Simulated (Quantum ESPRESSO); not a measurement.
**Cu under changes of volume**

One of the cells (11.994 Å³/atom); the others are scaled copies at fixed shape and fractional positions:

```xyz
2
Lattice="1.2185 -3.9764 0.0000 1.2185 3.9764 0.0000 0.0000 0.0000 2.4755" Properties=species:S:1:pos:R:3 pbc="T T T"
Cu    1.2185   -2.9118    1.8566
Cu    1.2185    2.9118    0.6189
```

This isn't the form of Cu at room conditions, which is fcc.

| Item | Value |
| --- | --- |
| Program | Quantum ESPRESSO 7.5 |
| Functional | r2SCAN |
| Potentials or basis | SG15 PBE 1.2 |
| Cutoff | 1197 eV |
| Density cutoff | 4789 eV |
| k mesh | 4 × 4 × 4 |
| Occupations | fermi-dirac, width 0.05 eV |
| Spin | no spin polarisation |

```csv
volume (Å³/atom),energy over the lowest point (meV/atom),pressure (GPa),largest force (eV/Å)
11.274,26.16,11.3,0.228
11.514,12.01,7.3,0.195
11.754,3.50,3.8,0.164
11.994,0.00,0.7,0.133
12.234,0.92,-2.1,0.104
12.474,?,?,?
12.714,14.08,-6.7,0.049
```

Question: What does the run at 12.474 Å³/atom give?

Answer: Energy over the lowest point 5.76 meV/atom; pressure -4.6 GPa; largest force 0.077 eV/Å.

Worked out: A Birch-Murnaghan fit of order 3 (a polynomial in V^(-2/3)) to the other rows has its minimum at 12.06 Å³/atom with B0 = V·E''(V) = 143 GPa and B' = 5.1 at fixed shape and positions, which overstates the stiffness. It gives 5.76 meV/atom at 12.474 Å³/atom, against the run's 5.76, and -dE/dV = -4.4 GPa, against -4.6.

Energies are extrapolated to zero smearing.

Caveats: all runs use coarse meshes; the potentials were made for another functional, which shifts forces and pressure.
